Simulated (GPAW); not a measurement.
# Pd (Fm-3m) in GPAW: further runs

One crystal, Pd, is run at these levels: RPBE+D4, revPBE+D3(BJ); tasks: relaxation of cell and atoms.

Program: GPAW 26.7.0. These are calculated values, not measurements. Logs are shortened: lines on timing, memory, paths and dates and some standing lists are left out, and cuts for length are marked. The log counts tension as positive stress, the text compression.

## Step 1: The structure

The structure is cubic, space group Fm-3m (No. 225). The conventional cell has a = 3.893 Å, b = 3.893 Å, c = 3.893 Å, α = 90.00°, β = 90.00°, γ = 90.00°. Pd (site symmetry m-3m) has 12 Pd at 2.75 Å as nearest neighbours.

## Step 2: Relaxation of cell and atoms, RPBE+D4

run.py reads:

```python
from ase.calculators.mixing import SumCalculator
from ase.filters import FrechetCellFilter
from ase.io import read, write
from ase.optimize import LBFGS
from dftd4.ase import DFTD4
from gpaw import GPAW, PW

atoms = read('Pd.xyz')

calc = GPAW(mode=PW(600),
            xc='RPBE',
            kpts={'size': (12, 12, 12), 'gamma': True},
            occupations={'name': 'fermi-dirac', 'width': 0.05},
            nbands=17,
            convergence={'density': 1e-05, 'forces': 0.0001},
            maxiter=150,
            txt='gpaw.txt')
atoms.calc = SumCalculator([calc, DFTD4(method='rpbe')])
opt = LBFGS(FrechetCellFilter(atoms), trajectory='relax.traj', logfile='-')
done = opt.run(fmax=0.05, steps=60)
calc.write('gs.gpw')
write('result.traj', atoms)
print('Converged:', done)
print('Cell:', atoms.cell.cellpar().round(4))
print('Volume:', round(atoms.get_volume(), 4))
print(atoms.get_scaled_positions().round(5))
```

Pd.xyz reads:

```xyz
1
Lattice="0.0000000000 1.9465000000 1.9465000000 1.9465000000 0.0000000000 1.9465000000 1.9465000000 1.9465000000 0.0000000000" Properties=species:S:1:pos:R:3 pbc="T T T"
Pd     0.0000000000      0.0000000000      0.0000000000
```

Potentials or basis: the program's PAW data sets (release 1.2.1) made for this functional, pw.

Started as:

```
$ OMP_NUM_THREADS=1 python run.py
```

gpaw.txt:

```text
__  _  _
 | _ |_)|_||  |
 |__||  | ||/\| - 26.7.0

Input parameters:
  mode=PW(ecut=600.0),
  convergence={'density': 1e-05, 'forces': 0.0001},
  kpts=MonkhorstPack(size=(12, 12, 12), gamma=True),
  maxiter=150,
  nbands=17,
  occupations=Occupations(name='fermi-dirac', width=0.05),
  xc=XC(name='RPBE')

Diagonalizing LCAO Hamiltonian
Converting LCAO to pw mode

       Pd

Atoms  # Å, Bohr magnetons
|   | symbol |        x |        y |        z |    initial magnetic moments |
|---|--------|----------|----------|----------|-----------------------------|
| 0 |     Pd | 0.000000 | 0.000000 | 0.000000 | ( 0.0000,  0.0000,  0.0000) |

Unit cell  # Å
| periodic |        x |        y |        z |  lengths |    angles |
|----------|----------|----------|----------|----------|-----------|
|      yes | 0.000000 | 1.946500 | 1.946500 | 2.752767 | 60.000000 |
|      yes | 1.946500 | 0.000000 | 1.946500 | 2.752767 | 60.000000 |
|      yes | 1.946500 | 1.946500 | 0.000000 | 2.752767 | 60.000000 |

Number of symmetries: 48
Symmetry operations  # r_c * U_cc + t_c -> r_c
|    | kind |            matrix            |
|----|------|------------------------------|
|  0 |  σ   |  1, 0, 0,  1, 0,-1,  1,-1, 0 |
|  1 |  C2  |  1, 0, 0,  1,-1, 0,  1, 0,-1 |
|  2 |  E   |  1, 0, 0,  0, 1, 0,  0, 0, 1 |
|  3 |  σ   |  1, 0, 0,  0, 0, 1,  0, 1, 0 |
|  4 |  C4  |  1, 0,-1,  1, 0, 0,  1,-1, 0 |
|  5 |  S6  |  1, 0,-1,  1,-1, 0,  1, 0, 0 |
|  6 |  σ   |  1, 0,-1,  0, 1,-1,  0, 0,-1 |
|  7 |  C3  |  1, 0,-1,  0, 0,-1,  0, 1,-1 |
|  8 |  S6  |  1,-1, 0,  1, 0, 0,  1, 0,-1 |
|  9 |  C4  |  1,-1, 0,  1, 0,-1,  1, 0, 0 |
| 10 |  C3  |  1,-1, 0,  0,-1, 1,  0,-1, 0 |
| 11 |  σ   |  1,-1, 0,  0,-1, 0,  0,-1, 1 |
| 12 |  σ   |  0, 1, 0,  1, 0, 0,  0, 0, 1 |
| 13 |  C4  |  0, 1, 0,  0, 1,-1, -1, 1, 0 |
| 14 |  C3  |  0, 1, 0,  0, 0, 1,  1, 0, 0 |
| 15 |  S6  |  0, 1, 0, -1, 1, 0,  0, 1,-1 |
| 16 |  C2  |  0, 1,-1,  1, 0,-1,  0, 0,-1 |
[... 17 lines left out ...]
| 34 |  S4  |  0,-1, 0,  0,-1, 1,  1,-1, 0 |
| 35 |  C2  |  0,-1, 0, -1, 0, 0,  0, 0,-1 |
| 36 |  C2  | -1, 1, 0,  0, 1, 0,  0, 1,-1 |
| 37 |  S6  | -1, 1, 0,  0, 1,-1,  0, 1, 0 |
| 38 |  S4  | -1, 1, 0, -1, 0, 1, -1, 0, 0 |
| 39 |  C3  | -1, 1, 0, -1, 0, 0, -1, 0, 1 |
| 40 |  S6  | -1, 0, 1,  0, 0, 1,  0,-1, 1 |
| 41 |  C2  | -1, 0, 1,  0,-1, 1,  0, 0, 1 |
| 42 |  C3  | -1, 0, 1, -1, 1, 0, -1, 0, 0 |
| 43 |  S4  | -1, 0, 1, -1, 0, 0, -1, 1, 0 |
| 44 |  C2  | -1, 0, 0,  0, 0,-1,  0,-1, 0 |
| 45 |  i   | -1, 0, 0,  0,-1, 0,  0, 0,-1 |
| 46 |  σ   | -1, 0, 0, -1, 1, 0, -1, 0, 1 |
| 47 |  C2  | -1, 0, 0, -1, 0, 1, -1, 1, 0 |

BZ-sampling:
  Number of BZ points: 1728
  Number of IBZ points: 72

  Monkhorst-Pack size: [12, 12, 12]
  Monkhorst-Pack shift: [0.041666666666666664, 0.041666666666666664, 0.041666666666666664]

K-points  # in reciprocal-cell coordinates
|     |                                coordinates |     weight |
|-----|--------------------------------------------|------------|
|   0 | ( -0.00000000,  -0.00000000,  -0.00000000) | 0.00057870 |
|   1 | (  0.08333333,   0.08333333,  -0.00000000) | 0.00347222 |
|   2 | (  0.08333333,   0.08333333,   0.08333333) | 0.00462963 |
|   3 | (  0.16666667,   0.08333333,   0.08333333) | 0.00694444 |
|   4 | (  0.16666667,   0.16666667,  -0.00000000) | 0.00347222 |
|   5 | (  0.16666667,   0.16666667,   0.08333333) | 0.01388889 |
|   6 | (  0.16666667,   0.16666667,   0.16666667) | 0.00462963 |
|   7 | (  0.25000000,   0.16666667,   0.08333333) | 0.01388889 |
|   8 | (  0.25000000,   0.16666667,   0.16666667) | 0.01388889 |
|   9 | (  0.25000000,   0.25000000,  -0.00000000) | 0.00347222 |
| ... |                                            |            |
|  71 | (  0.50000000,   0.50000000,   0.50000000) | 0.00231481 |

Plane wave coefficients: 531
Cutoff: 600.0 eV

Spin-components: 1 (collinear spins)
Bands:           17
Projectors:      6
Spin-degeneracy: 2
Datatype:        complex128

Parallelization:
  kpt:    1
  domain: 1
  band:   1

Density:
  Valence electrons: 16.0
  Components: 1
  Grid points: [16 16 16]
  Charge: 0.0  # |e|

Potential:
  Grid points: [16 16 16]

species:
  Pd:
    name:    Palladium
    Z:       46.0
    valence: 16
    core:    30
    charge:  0.0  # [|e|]
    compensation charges:
      type: gauss
      rc: 0.38  # [Å]
      lmax: 2
    cutoffs:
      filter: 2.38  # [Å]
      core: 2.28  # [Å]
    projectors
    | kind |    occ | energy [eV] | rcut [Å] |
    |------|--------|-------------|----------|
    |   5s |  0.000 |      -3.225 |    1.228 |
    |   4p |  6.000 |     -51.131 |    1.360 |
    |   5p |  0.000 |      -0.373 |    1.360 |
    |   4d | 10.000 |      -3.964 |    1.228 |
    |    s |        |      23.987 |    1.228 |
    |    d |        |      23.247 |    1.228 |

    Using partial waves for Pd as LCAO basis

Reference energy: -137235.840814  # eV

eigensolver:
  PPCG
  Converge bands: occupied
  niter=2

density mixing:
  MSR1-Mixer
  Pratt-step length: 0.05
  Maximum mixing coefficient: 0.75
  Old densities: 10
  SVD Regularization: 0.005
  Good broyden scale: 1.0
[... 57 lines left out ...]
|------------|---------------|-----------|
|          0 |       -40.099 |     2.000 |
|          1 |       -40.099 |     2.000 |
|          2 |       -40.099 |     2.000 |
|          3 |         2.505 |     2.000 |
|          4 |         6.753 |     2.000 |
|          5 |         6.753 |     2.000 |
[... 9 lines left out ...]
|         15 |        39.841 |     0.000 |
|         16 |        39.841 |     0.000 |

No gap
No difference between direct/indirect transitions

Stress tensor  # eV/Ang^3
|         x |         y |         z |
|-----------|-----------|-----------|
| -0.074051 | -0.000000 | -0.000000 |
| -0.000000 | -0.074051 |  0.000000 |
| -0.000000 |  0.000000 | -0.074051 |

Forces  # eV/Ang
|        x |        y |        z |
|----------|----------|----------|
| -0.00000 | -0.00000 | -0.00000 |  # Pd   0

Interpolating wave functions to new cell

       Pd

Atoms  # Å, Bohr magnetons
|   | symbol |        x |         y |        z |    initial magnetic moments |
|---|--------|----------|-----------|----------|-----------------------------|
| 0 |     Pd | 0.000000 | -0.000000 | 0.000000 | ( 0.0000,  0.0000,  0.0000) |

Unit cell  # Å
| periodic |        x |        y |         z |  lengths |    angles |
|----------|----------|----------|-----------|----------|-----------|
|      yes | 0.000000 | 1.951812 |  1.951812 | 2.760278 | 60.000000 |
|      yes | 1.951812 | 0.000000 |  1.951812 | 2.760278 | 60.000000 |
|      yes | 1.951812 | 1.951812 | -0.000000 | 2.760278 | 60.000000 |

Number of symmetries: 48
Symmetry operations  # r_c * U_cc + t_c -> r_c
|    | kind |            matrix            |
|----|------|------------------------------|
|  0 |  σ   |  1, 0, 0,  1, 0,-1,  1,-1, 0 |
|  1 |  C2  |  1, 0, 0,  1,-1, 0,  1, 0,-1 |
|  2 |  E   |  1, 0, 0,  0, 1, 0,  0, 0, 1 |
|  3 |  σ   |  1, 0, 0,  0, 0, 1,  0, 1, 0 |
|  4 |  C4  |  1, 0,-1,  1, 0, 0,  1,-1, 0 |
|  5 |  S6  |  1, 0,-1,  1,-1, 0,  1, 0, 0 |
|  6 |  σ   |  1, 0,-1,  0, 1,-1,  0, 0,-1 |
|  7 |  C3  |  1, 0,-1,  0, 0,-1,  0, 1,-1 |
|  8 |  S6  |  1,-1, 0,  1, 0, 0,  1, 0,-1 |
|  9 |  C4  |  1,-1, 0,  1, 0,-1,  1, 0, 0 |
| 10 |  C3  |  1,-1, 0,  0,-1, 1,  0,-1, 0 |
| 11 |  σ   |  1,-1, 0,  0,-1, 0,  0,-1, 1 |
| 12 |  σ   |  0, 1, 0,  1, 0, 0,  0, 0, 1 |
| 13 |  C4  |  0, 1, 0,  0, 1,-1, -1, 1, 0 |
| 14 |  C3  |  0, 1, 0,  0, 0, 1,  1, 0, 0 |
| 15 |  S6  |  0, 1, 0, -1, 1, 0,  0, 1,-1 |
| 16 |  C2  |  0, 1,-1,  1, 0,-1,  0, 0,-1 |
[... 17 lines left out ...]
| 34 |  S4  |  0,-1, 0,  0,-1, 1,  1,-1, 0 |
| 35 |  C2  |  0,-1, 0, -1, 0, 0,  0, 0,-1 |
| 36 |  C2  | -1, 1, 0,  0, 1, 0,  0, 1,-1 |
| 37 |  S6  | -1, 1, 0,  0, 1,-1,  0, 1, 0 |
| 38 |  S4  | -1, 1, 0, -1, 0, 1, -1, 0, 0 |
| 39 |  C3  | -1, 1, 0, -1, 0, 0, -1, 0, 1 |
| 40 |  S6  | -1, 0, 1,  0, 0, 1,  0,-1, 1 |
| 41 |  C2  | -1, 0, 1,  0,-1, 1,  0, 0, 1 |
| 42 |  C3  | -1, 0, 1, -1, 1, 0, -1, 0, 0 |
| 43 |  S4  | -1, 0, 1, -1, 0, 0, -1, 1, 0 |
| 44 |  C2  | -1, 0, 0,  0, 0,-1,  0,-1, 0 |
| 45 |  i   | -1, 0, 0,  0,-1, 0,  0, 0,-1 |
| 46 |  σ   | -1, 0, 0, -1, 1, 0, -1, 0, 1 |
| 47 |  C2  | -1, 0, 0, -1, 0, 1, -1, 1, 0 |

BZ-sampling:
  Number of BZ points: 1728
  Number of IBZ points: 72

  Monkhorst-Pack size: [12, 12, 12]
  Monkhorst-Pack shift: [0.041666666666666664, 0.041666666666666664, 0.041666666666666664]

K-points  # in reciprocal-cell coordinates
|     |                                coordinates |     weight |
|-----|--------------------------------------------|------------|
|   0 | ( -0.00000000,  -0.00000000,  -0.00000000) | 0.00057870 |
|   1 | (  0.08333333,   0.08333333,  -0.00000000) | 0.00347222 |
|   2 | (  0.08333333,   0.08333333,   0.08333333) | 0.00462963 |
|   3 | (  0.16666667,   0.08333333,   0.08333333) | 0.00694444 |
|   4 | (  0.16666667,   0.16666667,  -0.00000000) | 0.00347222 |
|   5 | (  0.16666667,   0.16666667,   0.08333333) | 0.01388889 |
|   6 | (  0.16666667,   0.16666667,   0.16666667) | 0.00462963 |
|   7 | (  0.25000000,   0.16666667,   0.08333333) | 0.01388889 |
|   8 | (  0.25000000,   0.16666667,   0.16666667) | 0.01388889 |
|   9 | (  0.25000000,   0.25000000,  -0.00000000) | 0.00347222 |
| ... |                                            |            |
|  71 | (  0.50000000,   0.50000000,   0.50000000) | 0.00231481 |

Plane wave coefficients: 531
Cutoff: 600.0 eV

Spin-components: 1 (collinear spins)
Bands:           17
Projectors:      6
Spin-degeneracy: 2
Datatype:        complex128

Parallelization:
  kpt:    1
  domain: 1
  band:   1

Density:
  Valence electrons: 16.0
  Components: 1
  Grid points: [16 16 16]
  Charge: 0.0  # |e|

Potential:
  Grid points: [16 16 16]

species:
  Pd:
    name:    Palladium
    Z:       46.0
    valence: 16
    core:    30
    charge:  0.0  # [|e|]
    compensation charges:
      type: gauss
      rc: 0.38  # [Å]
      lmax: 2
    cutoffs:
      filter: 2.38  # [Å]
      core: 2.28  # [Å]
    projectors
    | kind |    occ | energy [eV] | rcut [Å] |
    |------|--------|-------------|----------|
    |   5s |  0.000 |      -3.225 |    1.228 |
    |   4p |  6.000 |     -51.131 |    1.360 |
    |   5p |  0.000 |      -0.373 |    1.360 |
    |   4d | 10.000 |      -3.964 |    1.228 |
    |    s |        |      23.987 |    1.228 |
    |    d |        |      23.247 |    1.228 |

    Using partial waves for Pd as LCAO basis

Reference energy: -137235.840814  # eV

eigensolver:
  PPCG
  Converge bands: occupied
  niter=2

density mixing:
  MSR1-Mixer
  Pratt-step length: 0.05
  Maximum mixing coefficient: 0.75
  Old densities: 10
  SVD Regularization: 0.005
  Good broyden scale: 1.0
  Trust region scale: 1.0
  Backstep threshold: 4.0
  History deletion threshold: 6.0
  Fourier metric: weight=20.0, sigma=0.015

occupation numbers:
  Fermi-Dirac:
    width: 0.0500  # eV

poisson solver:
  ecut: 4800.0  # eV

xc functional:
  name: RPBE with 2 nearest neighbor stencil

convergence criteria:
- Maximum integral of absolute [dens]ity change: 1e-05 electrons / valence electron
- Maximum change in the atomic [forces] across last 2 cycles: 0.0001 eV/Ang OR
Maximum error relative to the maximum force is below inf
- Maximum [total energy] change in last 3 cyles: 0.0005 eV / valence electron
- Maximum integral of absolute [eigenst]ate change: 4e-08 eV^2 / valence electron
maximum number of iterations: 150

SCF iterations
|iter     | |      energy | eigst |  dens |force |
|---------|-|-------------|-------|-------|------|
|iter:   1| |   -3.236081 | -2.18 |       |      |
|iter:   2| |   -3.235385 | -5.04 | -2.27 |      |
|iter:   3| |   -3.233509c| -4.18 | -2.33 |      |
|iter:   4| |   -3.233559c| -6.02 | -3.19 |      |
|iter:   5| |   -3.233594c| -5.95 | -3.43 |      |
|iter:   6| |   -3.233594c| -8.39c| -4.49 |      |
|iter:   7| |   -3.233594c| -8.61c| -4.72 |      |
|iter:   8| |   -3.233594c|-10.36c| -6.33c|      |
|iter:   9| |   -3.233594c|-10.65c| -6.90c|-24.84c|

Converged in 9 steps
Energy contributions relative to reference atoms: (reference = -137235.840814)

Energy contributions:
  Kinetic:          -1.298191
  Coulomb:          -3.181731
  Zero:             -0.131962
  External:          0.000000
  Xc:                1.388147
  Entropy:          -0.019714
  Spinorbit:         0.000000
  ----------------------------
  Free energy:      -3.243451
  Extrapolated:     -3.233594

dipole moment: (-11.553554, -11.553554, -11.553554)  # |e|*Ang

Fermi level: 9.427
Eigenvalues  # (at kpt = [-0.000, -0.000, -0.000])
| band index |      eig [eV] | occ [0-2] |
|------------|---------------|-----------|
|          0 |       -40.213 |     2.000 |
|          1 |       -40.213 |     2.000 |
|          2 |       -40.213 |     2.000 |
|          3 |         2.433 |     2.000 |
|          4 |         6.656 |     2.000 |
|          5 |         6.656 |     2.000 |
[... 9 lines left out ...]
|         15 |        39.549 |     0.000 |
|         16 |        39.549 |     0.000 |

No gap
No difference between direct/indirect transitions

Stress tensor  # eV/Ang^3
|         x |         y |         z |
|-----------|-----------|-----------|
| -0.063450 | -0.000000 |  0.000000 |
| -0.000000 | -0.063450 |  0.000000 |
|  0.000000 |  0.000000 | -0.063450 |

Forces  # eV/Ang
|        x |        y |        z |
|----------|----------|----------|
| -0.00000 | -0.00000 | -0.00000 |  # Pd   0

# Writing to gs.gpw (mode='')
```

Run time: 23 s. Hardware: 1 thread of Arm Neoverse V1, shared host; peak memory 0.15 GiB.

What came out:

```
Free energy                            : -4.1929 eV
Relaxed volume                         : 14.87 Å³/atom
Relaxed cell                           : a = 2.760 Å, b = 2.760 Å, c = 2.760 Å, α = 60.00°, β = 60.00°, γ = 60.00°
Space group after relaxing (to 0.05 Å) : Fm-3m (No. 225)
Energy gained by relaxing              : 0.9 meV/atom
Ionic steps                            : 2
Pressure after relaxing                : 0.5 GPa
Band gap on the k mesh                 : none (metal or under the smearing width)
Dispersion energy per atom             : -0.949 eV
```

Step by step:
```
step  energy change (eV)  largest force (eV/Å)  pressure (GPa)  volume (Å³)
   1              0.0000                0.0000            2.07        14.75
   2             -0.0009                0.0000            0.53        14.87
```

Final structure:
```xyz
1
Lattice="0.0000 1.9518 1.9518 1.9518 0.0000 1.9518 1.9518 1.9518 0.0000" Properties=species:S:1:pos:R:3 pbc="T T T"
Pd    0.0000    0.0000    0.0000
```

Caveat: later steps reuse the first step's grids; pairwise dispersion overbinds metals, which lowers pressure and volume. Zero-point motion and thermal expansion aren't in these numbers.

## Step 3: Relaxation of cell and atoms, revPBE+D3(BJ), target pressure 10 GPa, at which the enthalpy is minimised

run.py reads:

```python
from ase.calculators.mixing import SumCalculator
from ase.filters import FrechetCellFilter
from ase.io import read, write
from ase.optimize import BFGS
from ase.units import GPa
from dftd3.ase import DFTD3
from gpaw import GPAW, PW

atoms = read('POSCAR')

calc = GPAW(mode=PW(600),
            xc='revPBE',
            kpts={'size': (12, 12, 12), 'gamma': True},
            occupations={'name': 'fermi-dirac', 'width': 0.05},
            nbands=17,
            convergence={'density': 1e-05, 'forces': 0.0001},
            maxiter=150,
            txt='gpaw.txt')
atoms.calc = SumCalculator([calc, DFTD3(method='revpbe', damping='d3bj')])
opt = BFGS(FrechetCellFilter(atoms, scalar_pressure=10 * GPa), trajectory='relax.traj', logfile='-')
done = opt.run(fmax=0.01, steps=60)
calc.write('gs.gpw')
write('result.traj', atoms)
print('Converged:', done)
print('Cell:', atoms.cell.cellpar().round(4))
print('Volume:', round(atoms.get_volume(), 4))
print(atoms.get_scaled_positions().round(5))
```

POSCAR reads:

```
Pd
1.0
    0.0000000000      1.9465000000      1.9465000000
    1.9465000000      0.0000000000      1.9465000000
    1.9465000000      1.9465000000      0.0000000000
Pd
1
Direct
    0.0000000000      0.0000000000      0.0000000000
```

Potentials or basis: the program's PAW data sets (release 1.2.1) made for this functional, pw.

Started as:

```
$ OMP_NUM_THREADS=1 python run.py
```

Wall time 37 s (1 thread of Arm Neoverse V1, shared host); peak memory 0.19 GiB.

Results (log left out):

- Free energy: -4.6113 eV
- Relaxed volume: 13.83 Å³/atom
- Relaxed cell: a = 2.694 Å, b = 2.694 Å, c = 2.694 Å, α = 60.00°, β = 60.00°, γ = 60.00°
- Space group after relaxing (to 0.05 Å): Fm-3m (No. 225)
- Energy change on relaxing (the enthalpy is what falls): +13.6 meV/atom
- Ionic steps: 4
- Pressure after relaxing: 10.0 GPa
- Band gap on the k mesh: none (metal or under the smearing width)
- Dispersion energy per atom: -1.364 eV

Step by step:
```tsv
step	energy change (eV)	largest force (eV/Å)	pressure (GPa)	volume (Å³)
1	0.0000	0.0000	-4.03	14.75
2	0.0066	0.0000	7.66	13.96
3	0.0145	0.0000	10.28	13.81
4	0.0136	0.0000	10.00	13.83
```

Final structure:
```xyz
1
Lattice="0.0000 1.9050 1.9050 1.9050 0.0000 1.9050 1.9050 1.9050 0.0000" Properties=species:S:1:pos:R:3 pbc="T T T"
Pd    0.0000    0.0000    0.0000
```

Levels at points of the mesh, in eV from the Fermi level:
```tsv
k point	band 5	band 6	band 7	band 8	band 9	band 10	band 11	band 12
(0.00, 0.00, 0.00)	-3.12	-3.12	-3.12	-1.34	-1.34	17.59	23.02	23.02
(0.50, 0.50, 0.00)	-5.61	-0.04	0.35	0.35	3.41	11.52	14.00	14.00
(0.50, 0.50, 0.50)	-3.18	-3.18	0.00	0.00	0.91	7.93	16.91	22.85
```

Caveat: later steps reuse the first step's grids; pairwise dispersion overbinds metals, which lowers pressure and volume.
